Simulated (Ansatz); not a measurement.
# TiAl3: tests of the settings

This session on TiAl3 sets out to test the k-point mesh on the displaced cell.

Computed with Ansatz 0.2.0 (DFT PBEsol, scalar-relativistic, plane waves, PAW, unless a step's input says otherwise).

1 further run of the same task is left out (it didn't finish). Runs told in other sessions of the task aren't counted.

## (1) Starting point

The structure is orthorhombic, space group Pmm2 (No. 25). The conventional cell has a = 2.840 Å, b = 4.681 Å, c = 4.901 Å, α = 90.00°, β = 90.00°, γ = 90.00°. Around Ti (site symmetry mm2) lie 10 Al at 2.83 to 2.85 Å and 2 Ti at 2.84 Å. Around Al (site symmetry mm2) lie 4 Ti at 2.83 to 2.84 Å and 8 Al at 2.84 to 2.86 Å. Around Al (site symmetry mm2) lie 8 Al at 2.81 to 2.86 Å and 4 Ti at 2.85 Å. Around Al (site symmetry mm2) lie 10 Al at 2.81 to 2.86 Å and 2 Ti at 2.85 Å.

As a file:

```
Ti Al
1.0
     2.83968    0.00000    0.00000
     0.00000    4.68126    0.00000
     0.00000    0.00000    4.90074
Ti Al
1 3
Cartesian
  0.0000 2.3406 0.8131
  1.4198 2.3406 3.2701
  1.4198 0.0000 1.6217
  0.0000 0.0000 4.0965
```

The structure comes from the Materials Project (structure only); it is used as listed.

## (2) The base input

input.yaml

```yaml
crystal:
  lattice:
    - [2.839677, 0.0, 0.0]
    - [0.0, 4.681264, 0.0]
    - [0.0, 0.0, 4.900742]
  atoms:
    - { symbol: Ti, position: [0.0, 0.5, 0.165916] }
    - { symbol: Al, position: [0.5, 0.5, 0.667271] }
    - { symbol: Al, position: [0.5, 0.0, 0.330912] }
    - { symbol: Al, position: [0.0, 0.0, 0.8359] }
basis:
  ecutwfc: 420
kpoints:
  mp_grid: { grid: [14, 10, 10] }
hamiltonian:
  xc: pbesol
scf:
  occupations: { method: gaussian, width: 0.1 }
output:
  forces: true
  stress: true
  eigenvalues: true
  populations: true
  write_density: true
  write_potential: true
  elf: true
  volumetric_format: npy
```

It was run beforehand and gave: -1012.1261 eV/atom at zero smearing, pressure -2.44 GPa, largest force 0.048 eV/Å, no gap on the mesh, in 6 SCF cycles and 26 s.

The runs on the displaced cell use a copy made earlier, with the atoms moved and the axes strained (about 1 %) at random, so that forces and shear stress do not vanish.

## (3) K-point mesh on the displaced cell set to 1×1×1

input.yaml

```yaml
crystal:
  lattice:
    - [2.8116683263, -0.019658847, -0.0186566057]
    - [-0.0324080002, 4.6421640465, -0.010086417]
    - [-0.0321977504, -0.0105593121, 4.9349421324]
  atoms:
    - { symbol: Ti, position: [-0.0267402667, 0.4885473599, 0.1760357973] }
    - { symbol: Al, position: [0.5033607929, 0.5236931408, 0.6745434641] }
    - { symbol: Al, position: [0.4735485346, 0.0418715234, 0.3082792194] }
    - { symbol: Al, position: [0.0048113747, -0.0030813399, 0.8463180768] }
basis:
  ecutwfc: 420
kpoints:
  mp_grid: { grid: [1, 1, 1] }
hamiltonian:
  xc: pbesol
scf:
  occupations: { method: gaussian, width: 0.1 }
output:
  forces: true
  stress: true
  eigenvalues: true
```

Run with:

```
ansatz run input.yaml --threads 1 --pin off --max-ram 2560MiB --backend cpu --events-out ev --progress --plain --runs-dir out
```

Further runs follow: K-point mesh on the displaced cell set to 2×2×2; K-point mesh on the displaced cell set to 4×2×2; K-point mesh on the displaced cell: 4×4×4; K-point mesh on the displaced cell: 6×4×4; K-point mesh on the displaced cell: 8×4×4.

Q: Predict the outcome of the series: the values and the trend.

The runs gave:

```
                                                                   quantity                                   value
k-point mesh on the displaced cell: within 10 and 1 meV/atom of 10×6×6 from  6×4×4 for 10; none of the others for 1
```

In words: The last step in the k-point mesh on the displaced cell still changes the energy by 8.07 meV/atom: the series is not settled to 1 meV/atom. The error changes sign along the series, since a k mesh isn't variational, and a metal needs dense meshes to resolve its Fermi surface. Forces come within 0.01 eV/Å only at the reference itself.
